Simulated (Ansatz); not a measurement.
System: cubic perovskite CsPbI3 (cubic high-temperature phase). Method: G0W0@PBEsol (plane waves, hard PAW, contour deformation, complete-basis limit; Ansatz, a program for electronic structure).

Run with largest k mesh 4×4×4 (not extrapolated in the mesh).

The cell has the measured lattice: a = 6.2890 Å, b = 6.2890 Å, c = 6.2890 Å, α = 90.00°, β = 90.00°, γ = 90.00°.

Give the computed band gap.


* **band gap**: 2.20 eV

Note: filled d or f shells below the valence bands can shift G0W0 gaps through exchange with them, which wasn't tested here; held by symmetry at 0 K, a high-temperature phase can be a saddle point; cell and atoms aren't relaxed at this level; the gap holds a correction of +0.25 eV to the complete basis.

Spin–orbit coupling is not included; with these elements it can move the gap by several tenths of an eV or more.

The computed numbers hold no vibrational or temperature effects.
